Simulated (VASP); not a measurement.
Set up this calculation in VASP 6.6.1, as the native input.

```yaml
Task: band structure
Functional: TB-mBJ
Potentials_or_basis: VASP PAW PBE potentials, release 64 (Hf_pv, O)
Cutoff: 520 eV
k_mesh: 8 × 8 × 6
Occupations: gaussian, width 0.02 eV
Spin: no spin polarisation
Ladder: gaps
Further_INCAR_settings: ALGO = Normal; EDIFF = 1e-07
```

Crystal: HfO2.

```
Hf O
1.0
     3.55802    0.00000    0.00000
     0.00000    3.55802    0.00000
     0.00000    0.00000    5.17186
Hf O
2 4
Direct
  0.00000 0.00000 0.00000
  0.50000 0.50000 0.50000
  0.00000 0.50000 0.19721
  0.50000 0.00000 0.30279
  0.50000 0.00000 0.80279
  0.00000 0.50000 0.69721
```

Measurements of this composition are mostly on another form, of space group No. 14.

The input as run:

POSCAR

```
HfO2
1.0
    3.5580193300      0.0000000000      0.0000000000
    0.0000000000      3.5580193300      0.0000000000
    0.0000000000      0.0000000000      5.1718612100
Hf O
2 4
Direct
    0.0000000000      0.0000000000      0.0000000000
    0.5000000000      0.5000000000      0.5000000000
    0.0000000000      0.5000000000      0.1972078800
    0.5000000000      0.0000000000      0.3027921200
    0.5000000000      0.0000000000      0.8027921200
    0.0000000000      0.5000000000      0.6972078800
```

INCAR.step1

```
SYSTEM = HfO2
  PREC = Accurate
  ENCUT = 520
  EDIFF = 1E-5
  ISMEAR = 0
  SIGMA = 0.02
  LREAL = .FALSE.
  LASPH = .TRUE.
  NELM = 80
  ALGO = Normal
  ISIF = 2
  LWAVE = .TRUE.
  LCHARG = .FALSE.
  LMAXMIX = 4
  GGA = PE
  KPAR = 2
```

INCAR.step2

```
SYSTEM = HfO2
  PREC = Accurate
  ENCUT = 520
  EDIFF = 1E-7
  ISMEAR = 0
  SIGMA = 0.02
  LREAL = .FALSE.
  LASPH = .TRUE.
  NELM = 80
  ALGO = Normal
  ISIF = 2
  LWAVE = .FALSE.
  LCHARG = .FALSE.
  LMAXMIX = 4
  METAGGA = MBJ
  ISTART = 1
  KPAR = 2
```

KPOINTS

```
Automatic mesh
0
G
  8 8 6
  0 0 0
```

KPOINTS_OPT

```
path GXMGZRAZ,XR,MA
20
line-mode
reciprocal
 0.0000000000  0.0000000000  0.0000000000  G
 0.0000000000  0.5000000000  0.0000000000  X

 0.0000000000  0.5000000000  0.0000000000  X
 0.5000000000  0.5000000000  0.0000000000  M

 0.5000000000  0.5000000000  0.0000000000  M
 0.0000000000  0.0000000000  0.0000000000  G

 0.0000000000  0.0000000000  0.0000000000  G
 0.0000000000  0.0000000000  0.5000000000  Z

 0.0000000000  0.0000000000  0.5000000000  Z
 0.0000000000  0.5000000000  0.5000000000  R

 0.0000000000  0.5000000000  0.5000000000  R
 0.5000000000  0.5000000000  0.5000000000  A

 0.5000000000  0.5000000000  0.5000000000  A
 0.0000000000  0.0000000000  0.5000000000  Z

 0.0000000000  0.5000000000  0.0000000000  X
 0.0000000000  0.5000000000  0.5000000000  R

 0.5000000000  0.5000000000  0.0000000000  M
 0.5000000000  0.5000000000  0.5000000000  A
```

Potentials or basis: VASP PAW PBE potentials, release 64 (Hf_pv, O).

Command:

```sh
$ cat potpaw_PBE.64/Hf_pv/POTCAR potpaw_PBE.64/O/POTCAR > POTCAR
$ cp INCAR.step1 INCAR
$ mpirun -np 2 vasp_std > vasp.out
$ cp INCAR.step2 INCAR
$ mpirun -np 2 vasp_std > vasp.out
```

It gave:

```json
{
 "Band gap on the k mesh": "6.41 eV, indirect (least direct gap 6.47 eV)",
 "Band gap along the path": "6.41 eV, indirect (least direct gap 6.47 eV)"
}
```

Caveat: spin-orbit coupling is left out, which moves the levels of the heavy elements.

Run time: 3.4 min on 2 MPI ranks on Intel(R) Xeon(R) 6975P-C (Granite Rapids) (shared host), peak memory 0.28 GiB a rank.
